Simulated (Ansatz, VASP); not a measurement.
# Mo (Mo strained to the junction's net): VASP beside Ansatz

Aim: how closely do two programs agree when they are given the same cell, functional and k mesh? The structure shown is the end of the Ansatz relaxation below.

Calculated with Ansatz 0.2.0; plane waves, with VASP 6.6.1 beside it; single point at PBE.

## Step 1: Set-up

The structure is tetragonal, space group I4/mmm (No. 139). The conventional cell has a = 3.097 Å, b = 3.097 Å, c = 3.206 Å, α = 90.00°, β = 90.00°, γ = 90.00°. Mo has 8 Mo at 2.71 Å nearest.

## Step 2: Ansatz: relaxation, PBE

Ansatz runs on its default PAW (the set named soft_2) files.

This run makes the geometry at which the two programs are then compared.

Contents of input.yaml:

```yaml
crystal:
  lattice:
    - [3.097, 0.0, 0.0]
    - [0.0, 3.097, 0.0]
    - [0.0, 0.0, 3.1871]
  atoms:
    - { symbol: Mo, position: [0.0, 0.0, 0.0] }
    - { symbol: Mo, position: [0.5, 0.5, 0.5] }
kpoints:
  mp_grid: { grid: [12, 12, 10] }
scf:
  occupations: { method: fermi_dirac, width: 0.1 }
  max_iter: 150
hamiltonian:
  xc: pbe
relax:
  f_tol: 0.01
  max_steps: 40
  cell: { fix: [a, b, angles] }
```

Launch:

```
> ansatz run input.yaml --threads 4 --pin off --max-ram 12288MiB --backend cpu --events-out ev --progress --plain --runs-dir out
```

Numbers of over 12 decimals in the logs are rounded to 6 here.

What it wrote:

```text
Engine: ansatz 0.2.0, x86_64-unknown-linux-gnu
Pseudopotentials: kind: paw
Pseudopotential: Mo, paw, valence charge 14, recommended cutoff 420 eV (normal), Mo.paw.azcp
Functional definition: PBE
  parameter kappa = 0.804
  parameter beta = 0.066725
  exchange = pbe_x(kappa = kappa, mu = beta*pi^2/3)
  correlation = pbe_c(beta = beta)
Crystal: 2 atoms, lattice volume = 30.569 Å³
Basis set: ecut = 420 eV, 603 PW (Γ), exchange–correlation on 48×48×48 points (8 copies of the dense FFT grid, shifted against one another)
Bands: 18, of which v1, the nominal top of the filled ones, is band 14 counted from 1 (13 counted from 0)
Symmetry: 32 space group operations
Space group: I4/mmm (ITA 139), of the structure as read, at distance tolerance 3.1e-5 Å
k-points: 168 of 1440
Non-local potential: Mo, projectors of the file, l = 0: 3, l = 1: 2, l = 2: 2, l = 3: 1
PAW form: soft (Blöchl's): semilocal exchange-correlation on the pseudo side does not see the compensation charge
PAW one-centre angular grid: Mo, 590 points (default); XC on 64 Gauss nodes
Initial density: superposition of atomic densities (neutral atoms: chi_scale 0, normalization atom), corrected by the library's trained network
Initial wavefunctions: pseudopotential atomic-orbital guess
Functional: x = pbe(κ = 0.804, μ = 0.219515), c = pbe(β = 0.066725)
SCF iter   1: F=—  HF=-9912.021906 eV  |F-HF|=—  |Δ(HF+E_count)|=         —  Δρ=3.17e-3  dr2=1.34e-3  ethr=1.77e-3  ⟨swp⟩=5.1  Hψ=13403  notcnv=0
preconditioner: auto → none  [metal: Δε(μ)=0.003 eV  Ē_g=4.743 eV  σ=0.100 eV  W_gap=0.01  n_scr=6 (ndim 8)  ℏωp=23.3 eV  f_vac=0.000  D(μ)=1.16/eV (n_scr^D=6)  sad-step TF]
SCF iter   2: F=—  HF=-9912.021688 eV  |F-HF|=—  |Δ(HF+E_count)|=   2.18e-4  Δρ=1.89e-3  dr2=4.89e-4  ethr=4.78e-6  ⟨swp⟩=2.2  Hψ=5639  notcnv=0
SCF iter   3: F=—  HF=-9912.021668 eV  |F-HF|=—  |Δ(HF+E_count)|=   1.99e-5  Δρ=3.77e-4  dr2=3.23e-5  ethr=1.75e-6  ⟨swp⟩=1.1  Hψ=3192  notcnv=0
SCF iter   4: F=—  HF=-9912.021657 eV  |F-HF|=—  |Δ(HF+E_count)|=   1.10e-5  Δρ=1.33e-4  dr2=1.65e-6  ethr=1.15e-7  ⟨swp⟩=2.3  Hψ=5200  notcnv=0
SCF iter   5: F=—  HF=-9912.021658 eV  |F-HF|=—  |Δ(HF+E_count)|=   8.31e-7  Δρ=3.33e-5  dr2=2.27e-7  ethr=5.90e-9  ⟨swp⟩=2.0  Hψ=5395  notcnv=0
SCF iter   6: F=-9912.021658 eV  HF=-9912.021658 eV  |F-HF|=1.56e-8  |Δ(HF+E_count)|=   9.05e-8  Δρ=1.05e-5  dr2=1.85e-8  ethr=3.57e-10  ⟨swp⟩=4.0  Hψ=10325  notcnv=0
SCF 1 converged in 6 iterations: F = -9912.021658 eV  dr2 = 1.85e-8
  greatest PAW one-centre occupation: 0.998 electrons in one spin orbital (limit 2), on the Mo atom at site 1 (counted from 0), in its partial waves of l = 0
relax step   1: F+E_penalty+E_count = -9912.02165755 eV  Δ(F+E_penalty+E_count) = +0.000e0 eV  max|allowed force component| = 4.930e-30 eV/Å  Δτ_max = 0.0000 Å  P = +9.167 GPa  Ω = 30.569 Å³  fix = [a, b, alpha, beta, gamma]  reactions: a +12.322, b +12.322 GPa  (6 SCF iters, dr2 threshold 1.00e-7 eV, accepted)
[...]
relax step   3: F+E_penalty+E_count = -9912.02321502 eV  Δ(F+E_penalty+E_count) = -1.557e-3 eV  max|allowed force component| = 1.479e-31 eV/Å  Δτ_max = 0.0000 Å  P = +7.382 GPa  Ω = 30.761 Å³  energy of the carried Pulay correction = -6.116e-5 eV  fix = [a, b, alpha, beta, gamma]  reactions: a +11.143, b +11.143 GPa  (6 SCF iters, accepted)
[...]
relax step   4: F+E_penalty+E_count = -9912.02322177 eV  Δ(F+E_penalty+E_count) = -6.750e-6 eV  max|allowed force component| = 4.930e-30 eV/Å  Δτ_max = 0.0000 Å  P = +7.463 GPa  Ω = 30.752 Å³  energy of the carried Pulay correction = -5.834e-5 eV  fix = [a, b, alpha, beta, gamma]  reactions: a +11.196, b +11.196 GPa  (6 SCF iters, dr2 threshold 4.79e-8 eV, accepted)
[...]
relax step   5: F+E_penalty+E_count = -9912.02328040 eV  Δ(F+E_penalty+E_count) = -5.863e-5 eV  max|allowed force component| = 1.321e-29 eV/Å  Δτ_max = 0.0000 Å  P = +7.462 GPa  Ω = 30.752 Å³  fix = [a, b, alpha, beta, gamma]  reactions: a +11.195, b +11.195 GPa  stress off target by 4.64e-3 GPa on what of the cell is left free  SCF on the basis re-selected at this cell (its energy is not comparable with the rows above)  (8 SCF iters)
basis re-selected at this cell: Δ(F+E_penalty+E_count) = -5.863e-5 eV, ΔP = -0.001 GPa vs the last step (what re-selecting the basis moved, of the pressure what is left beyond the Pulay correction that the steps carried, after the strain that the cell walked since its last selection, with what the two solves' SCF thresholds leave and, on support functions, any second-order correction that the steps lacked; it is no m [...]
SCF converged after 8 iterations
Free energy (F): -9912.023280 eV
Harris-Foulkes:  -9912.023280 eV  (|F-HF|=7.28e-12)
Internal energy: -9911.982744 eV  (E = F + TS)
E sigma→0 (E₀):  -9912.003012 eV
Entropy (-TS):   -0.040536 eV (-20.268 meV/atom)
Fermi energy:    21.520912 eV
--- Per-component energies (eV) ---
  E_band       = -98.693931
  E_kinetic    = 883.701799
  E_local      = -1544.150316  (includes V_loc(G=0)·N_el)
  E_nonlocal   = 285.474312
  E_hartree    = 511.716672
  E_xc         = -367.788550
  E_vxc        = -459.117419  (∫ρ·V_xc dr)
  E_paw        = -6402.622916  (= ΣΔE_a)
  E_vpaw       = -288.035739  (= ΣTr[D̂ρ^β])
  E_aug_tail   = 0.000089  (compensation charges beyond the density's cutoff)
  E_ewald      = -3278.313833
  E_smearing   = -0.040536  (= −TS)
  E_closure    = 0.000000  (closes the sum)
  Σ components = -9912.023280   (vs F -9912.023280, Δ=0.00e0)
--- Forces (eV/Å), atoms counted from 1 ---
  atom   1  Mo     0.00000000     0.00000000     0.00000000
  atom   2  Mo     0.00000000    -0.00000000     0.00000000
  max |Σ_I F_I| component: 2.72e-29 eV/Å
--- Stress (GPa, compression-positive) ---
       11.195114       0.000000       0.000000
       -0.000000      11.195114       0.000000
        0.000000       0.000000      -0.004636
  P = ⅓ Tr σ = 7.4619 GPa (74.619 kbar)
--- Band table (eV; the first three rows and the last of 168) ---
  k-point 0: bands = [... 10 lower, 15.9994, 19.9978, 19.9978, 20.3936, 22.9341, 23.4439, 25.5049, 25.6297]
  k-point 1: bands = [... 10 lower, 16.1129, 20.0067, 20.0067, 20.4868, 22.6416, 23.5145, 25.0621, 25.0621]
  k-point 2: bands = [... 10 lower, 16.5828, 20.0570, 20.0570, 20.7632, 21.8708, 23.7040, 23.9241, 23.9241]
  k-point 167: bands = [... 10 lower, 18.9205, 18.9205, 18.9205, 18.9205, 23.8597, 23.8597, 24.1613, 24.1613]
--- Relaxed structure (4 steps of the walk, 3 accepted, 1 SCFs on fresh bases) ---
  F+E_penalty+E_count = -9912.02328040 eV   max|allowed force component| = 1.321e-29 eV/Å   (the final SCF, on the basis selected at the relaxed cell)
  cell:  # Å, volume = 30.7523 Å³
    - [3.097, 0.0, 0.0]
    - [0.0, 3.097, 0.0]
    - [0.0, 0.0, 3.206239]
  atoms:
    - { symbol: Mo, position: [0.0, 0.0, 0.0] }
    - { symbol: Mo, position: [0.5, 0.5, 0.5] }
```

Reading the cycles: dr2 is the Hartree energy of the density residual (eV), the measure of convergence; HF is the Harris–Foulkes estimate of the energy, which meets the free energy F at convergence.

## Step 3: VASP: single point, PBE

The same cell, functional, mesh and smearing now go to VASP, with its own data sets.

Lines of VASP's logs that name or quote its potential files are left out, and so is its time.

Contents of INCAR:

```
SYSTEM = Mo
PREC = Accurate
ENCUT = 500
EDIFF = 1E-06
NELM = 120
ISMEAR = -1
SIGMA = 0.1
LREAL = .FALSE.
ALGO = Normal
GGA = PE
NBANDS = 20
LASPH = .TRUE.
LORBIT = 11
LWAVE = .FALSE.
LCHARG = .FALSE.
ISIF = 2
GGA_COMPAT = .FALSE.
```

Contents of POSCAR:

```
Mo
1.0
    3.0970000000      0.0000000000      0.0000000000
    0.0000000000      3.0970000000      0.0000000000
    0.0000000000      0.0000000000      3.2062386486
Mo
2
Direct
    0.0000000000      0.0000000000      0.0000000000
    0.5000000000      0.5000000000      0.5000000000
```

Contents of KPOINTS:

```
Automatic mesh
0
Gamma
12 12 10
0 0 0
```

PAW data sets: Mo_sv (PBE family, release 64).

Launch:

```
> mpirun -np 1 vasp_std
```

What it wrote:

```text
[banner, memory and clock lines left out]
running    1 mpi-ranks, on    1 nodes
 distrk:  each k-point on    1 cores,    1 groups
 distr:  one band on    1 cores,    1 groups

 POSCAR found type information on POSCAR Mo
 POSCAR found :  1 types and       2 ions
 LDA part: xc-table for (Slater+PW92), standard interpolation
 POSCAR, INCAR and KPOINTS ok, starting setup
 FFT: planning ... GRIDC
 FFT: planning ... GRID_SOFT
 FFT: planning ... GRID
 WAVECAR not read
 entering main loop
       N       E                     dE             d eps       ncg     rms          rms(c)
DAV:   1     0.266589701170E+03    0.26659E+03   -0.16669E+04  6728   0.143E+03
DAV:   2    -0.170895419767E+02   -0.28368E+03   -0.27609E+03  7564   0.439E+02
DAV:   3    -0.230868506282E+02   -0.59973E+01   -0.58645E+01  7432   0.640E+01
DAV:   4    -0.231244155768E+02   -0.37565E-01   -0.37526E-01  7088   0.497E+00
DAV:   5    -0.231246181538E+02   -0.20258E-03   -0.20258E-03  7240   0.394E-01    0.216E+01
DAV:   6    -0.220124238412E+02    0.11122E+01   -0.21377E+00  6832   0.133E+01    0.610E+00
DAV:   7    -0.218550534463E+02    0.15737E+00   -0.46898E-01  7016   0.567E+00    0.126E+00
DAV:   8    -0.218472317510E+02    0.78217E-02   -0.84757E-03  6924   0.947E-01    0.261E-01
DAV:   9    -0.218473535656E+02   -0.12181E-03   -0.27161E-04  8256   0.173E-01    0.987E-02
DAV:  10    -0.218473735634E+02   -0.19998E-04   -0.27730E-05  6924   0.532E-02    0.133E-02
DAV:  11    -0.218473739783E+02   -0.41487E-06   -0.60054E-07  3588   0.589E-03
   1 F= -.21847374E+02 E0= -.21827079E+02  d E =-.405909E-01
```

From OUTCAR (step 3):

```text
ion  position               nearest neighbor table
   1  0.000  0.000  0.000-   2 2.71   2 2.71   2 2.71   2 2.71   2 2.71   2 2.71   2 2.71   2 2.71

  LATTYP: Found a simple tetragonal cell.
 ALAT       =     3.0970000000
 C/A-ratio  =     1.0352724083

 Subroutine GETGRP returns: Found 16 space group operations
 (whereof 16 operations were pure point group operations)

The static configuration has the point symmetry D_4h.

 Found    168 irreducible k-points:

   k-points           NKPTS =    168   k-points in BZ     NKDIM =    168   number of bands    NBANDS=     20

   dimension x,y,z NGX =    24 NGY =   24 NGZ =   24
   dimension x,y,z NGXF=    48 NGYF=   48 NGZF=   48

   ENCUT  =  500.0 eV  36.75 Ry    6.06 a.u.   5.65  5.65  5.85*2*pi/ulx,y,z

   NELECT =      28.0000    total number of electrons

 k-points in reciprocal lattice and weights: Automatic mesh
   0.00000000  0.00000000  0.00000000       0.001
   0.08333333  0.00000000  0.00000000       0.003
   0.16666667  0.00000000  0.00000000       0.003
   0.25000000  0.00000000  0.00000000       0.003
   0.33333333  0.00000000  0.00000000       0.003
   0.41666667  0.00000000  0.00000000       0.003
   0.50000000  0.00000000  0.00000000       0.001
   0.08333333  0.08333333  0.00000000       0.003
   0.16666667  0.08333333  0.00000000       0.006
[...]
0.50000000  0.41666667  0.50000000       0.003
   0.50000000  0.50000000  0.50000000       0.001

 average (electrostatic) potential at core
       1 -68.8941       2 -68.8941

 E-fermi :  12.8682

 k-point     1 :       0.0000    0.0000    0.0000
  band No.  band energies     occupation
    ...
     10       7.2487      2.00000
     11       7.3427      2.00000
     12      11.3456      2.00000
     13      11.3456      2.00000
     14      11.7419      1.99997
     15      14.2849      0.00000
     16      14.7947      0.00000
     17      16.8574      0.00000
     18      16.9823      0.00000
     19      16.9823      0.00000
    ...

 k-point     2 :       0.0833    0.0000    0.0000
  band No.  band energies     occupation
    ...
     10       7.3451      2.00000
     11       7.4757      2.00000
     12      11.3275      2.00000
     13      11.4164      2.00000
     14      11.7198      1.99998
     15      14.2576      0.00000
     16      14.6933      0.00000
     17      16.4289      0.00000
     18      16.4635      0.00000
     19      16.8419      0.00000
    ...

 k-point     3 :       0.1667    0.0000    0.0000
  band No.  band energies     occupation
    ...
     10       7.6067      2.00000
     11       7.8717      2.00000
     12      11.2928      2.00000
     13      11.6270      1.99999
     14      11.6738      1.99999
     15      13.8177      0.00015
     16      14.7932      0.00000
     17      15.4192      0.00000
     18      15.5020      0.00000
     19      16.4464      0.00000
    ...

  Total        2.2622578      2.2622578      0.1148446      0.0000000      0.0000000      0.0000000
  in kB      117.8621655    117.8621655      5.9833317      0.0000000      0.0000000      0.0000000
  external PRESSURE =      80.5692209 kB  Pullay stress =       0.0000000 kB

  energy-cutoff  :      500.00
  volume of cell :       30.75
      direct lattice vectors                 reciprocal lattice vectors
     3.097000000  0.000000000  0.000000000     0.322893122  0.000000000  0.000000000
     0.000000000  3.097000000  0.000000000     0.000000000  0.322893122  0.000000000
     0.000000000  0.000000000  3.206238649     0.000000000  0.000000000  0.311891942

 POSITION                                       TOTAL-FORCE (eV/Angst)
 -----------------------------------------------------------------------------------
      0.00000      0.00000      0.00000         0.000000      0.000000      0.000000
      1.54850      1.54850      1.60312        -0.000000     -0.000000     -0.000000
 -----------------------------------------------------------------------------------
    total drift:                                0.000000      0.000000     -0.000000

  FREE ENERGIE OF THE ION-ELECTRON SYSTEM (eV)
  ---------------------------------------------------
  free  energy   TOTEN  =       -21.8473739783 eV

  energy  without entropy=      -21.8067831225  energy(sigma->0) =      -21.82707855

 total charge
# of ion       s       p       d       tot
------------------------------------------
    1        2.388   6.211   3.940  12.539
    2        2.388   6.211   3.940  12.539
--------------------------------------------------
tot          4.776  12.422   7.881  25.079

[... 3 further parts left out ...]
```

The run ends at a pressure of 8.06 GPa.

## Step 4: Side by side

Known differences besides the potentials themselves: the cutoff is 420 eV in Ansatz and 500 eV in VASP; Ansatz's pressure holds a Pulay correction, VASP's none. Total energies have different zeros and are not compared.

Both answers:

```csv
quantity,Ansatz,VASP,difference
pressure (GPa),7.46,8.06,-0.60
```

## Step 5: Outcome

| Item | Value |
| --- | --- |
| difference in pressure (single point, PBE) | -0.60 GPa |

The difference in pressure is -0.60 GPa (single point, PBE), within the 1 GPa picked in this series as the mark of a large difference. 1 further run of this series is not shown here. How closely two codes agree says nothing of how well the functional describes the real material.

[Lines on the potential files, build, host, timing and source positions are cut from VASP's logs without a mark.]

[Logs are printed without paths, hosts, clocks, repeated set-up lines and the standing remarks that a program may print on its own settings, such as how far it seeks lower states.]

[Hosts, paths, dates, database ids (printed as entryN), source tags and the programs' standing remarks are cut or masked in the printed files.]
